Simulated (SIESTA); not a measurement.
P under changes of volume

One of the cells (20.867 Å³/atom); the others are scaled copies at fixed shape and fractional positions:

```xyz
4
Lattice="1.6587 -5.5012 0.0000 1.6587 5.5012 0.0000 0.0000 0.0000 4.5737" Properties=species:S:1:pos:R:3 pbc="T T T"
P     1.6587   -4.4466    2.6931
P     1.6587    4.4466    1.8806
P     1.6587   -1.0547    0.4062
P     1.6587    1.0547    4.1675
```

* Program: SIESTA 5.4.2
* Functional: PBE
* Potentials or basis: PseudoDojo 0.4 standard (PBE files)
* Basis: DZP (energy shift 0.003 Ry)
* Grid cutoff: 500 Ry
* Energy shift: 0.003 Ry
* k mesh: 8 × 8 × 6
* Occupations: fermi-dirac, width 0.05 eV
* Spin: no spin polarisation

| volume (Å³/atom) | energy over the lowest point (meV/atom) | pressure (GPa) | gap on the mesh (eV) | largest force (eV/Å) |
| --- | --- | --- | --- | --- |
| 19.230 | 58.53 | 9.3 | 0.05 | 1.223 |
| 19.639 | 37.52 | 7.2 | 0.07 | 1.002 |
| 20.049 | 21.65 | 5.3 | 0.09 | 0.798 |
| 20.867 | 3.31 | 2.0 | 0.17 | 0.442 |
| 21.276 | 0.00 | 0.6 | 0.21 | 0.293 |
| 21.685 | ? | ? | ? | ? |

Problem. What does the run at 21.685 Å³/atom give?

Solution. Energy over the lowest point 0.09 meV/atom; pressure -0.7 GPa; gap on the mesh 0.25 eV; largest force 0.184 eV/Å.

Worked out: A Birch-Murnaghan fit of order 3 (a polynomial in V^(-2/3)) to the other rows has its minimum at 21.47 Å³/atom, just outside them, with B0 = V·E''(V) = 66 GPa and B' = 4.4 at fixed shape and positions, which overstates the stiffness. It gives 0.06 meV/atom at 21.685 Å³/atom, against the run's 0.09, and -dE/dV = -0.6 GPa, against -0.7.

Energies are extrapolated to zero smearing.

Caveats: the basis of atomic orbitals isn't converged, which shifts pressures, moduli and gaps; forces of over 1 eV/Å show positions far from the minimum, so gaps and moduli don't describe the material at rest (some runs).

A mesh can miss the band edges.
